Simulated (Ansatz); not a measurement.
Crystal: CdS (Greenockite).

```
Cd S
1.0
     4.15000    0.00000    0.00000
    -2.07500    3.59401    0.00000
     0.00000    0.00000    6.73700
Cd S
2 2
Direct
  0.66667 0.33333 0.50000
  0.33333 0.66667 0.00000
  0.66667 0.33333 0.87500
  0.33333 0.66667 0.37500
```

| Item | Value |
| --- | --- |
| Program | Ansatz 0.2.0 |
| Task | relaxation of cell and atoms |
| Functional | BLYP |
| Potentials or basis | Ansatz PAW |
| Cutoff | 420 eV (not typed: the program's choice for these potentials) |
| k mesh | 7 × 7 × 4 |
| Occupations | fermi-dirac, width 0.05 eV |
| Spin | no spin polarisation |

At the start: volume 25.12 Å³/atom.

Q: Where does the relaxation end?

A: It ends after 5 steps and the volume is 27.55 Å³/atom (+9.7 %); space group P6_3mc (No. 186, to 0.05 Å).

The path:
```csv
step,energy change (eV),largest force (eV/Å),volume (Å³)
1,0.0000,0.0660,100.48
2,-0.1452,0.0300,110.05
3,-0.1454,0.0151,110.16
4,-0.1455,0.0001,110.18
5,-0.1468,0.0001,110.18
```

Final structure:
```yaml
crystal:
  lattice:
    - [4.27233, 0.00000, 0.00000]
    - [-2.13616, 3.69994, 0.00000]
    - [0.00000, 0.00000, 6.97018]
  atoms:
    - { symbol: Cd, position: [0.66667, 0.33333, 0.49952] }
    - { symbol: Cd, position: [0.33333, 0.66667, 0.99952] }
    - { symbol: S, position: [0.66667, 0.33333, 0.87548] }
    - { symbol: S, position: [0.33333, 0.66667, 0.37548] }
```

Caveat: the plane-wave basis is chosen anew once the cell has moved, so the energies of steps on either side of that aren't comparable; the PAW data sets come from PBE, with cores solved anew for the run's functional, which leaves a small shift of forces and pressure.
